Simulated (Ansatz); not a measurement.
Property card for TiO$_{2}$

Theory: Ansatz, DFT PBE, scalar-relativistic, plane waves, PAW.

Cutoff 420 eV; k points 6×6×6 on the computed 12-atom cell (Γ-centred); Gaussian smearing, width 0.02 eV; no spin polarisation.

The structure is relaxed at this level of theory with its symmetry kept. This form isn't the usual stable structure of the compound.

It takes space group P2_1/c (No. 14, monoclinic). Conventional cell: a = 4.854 Å, b = 4.905 Å, c = 5.104 Å, α = 90.00°, β = 100.27°, γ = 90.00°. Ti (site symmetry 1) has 6 O at 1.87 to 2.14 Å as nearest neighbours. O (site symmetry 1) is surrounded by 3 Ti at 1.99 to 2.14 Å. O (site symmetry 1) has 3 Ti at 1.87 to 2.04 Å as nearest neighbours.

| Property | Result |
| --- | --- |
| Volume per atom | 67.2 bohr³ |
| Formation energy from the elements' standard states (uncorrected) | -2.985 eV/atom |
| Kohn–Sham band gap | 2.36 eV, indirect from Γ to (0.396, 0.000, 0.484) |
| Löwdin character of the top 1 eV of the valence band | O 2p 90 %, Ti 3d 8 % |
| Löwdin character of the lowest 1 eV of the conduction band | Ti 3d 87 %, O 2p 10 % |
| Electron masses at the edge by Cartesian direction of the standard setting (m_e; degenerate bands sorted by energy; no spin-orbit coupling) | x: 2.1; y: 5.3; z: 2.9 |
| Hole masses at the edge by Cartesian direction of the standard setting (m_e; degenerate bands sorted by energy; no spin-orbit coupling) | x: 0.44; y: 3.1; z: 2.4 |
| Electronic dielectric constant xx, yy, zz of the standard setting (independent particles) | 8.0, 8.0, 7.2 |

A ferromagnetic start lost its moments in a first run, so spin was left out; other magnetic orders weren't tried.

Cost: 4 runs of about 16 core-minutes in all, on Arm Neoverse V2 (shared hosts).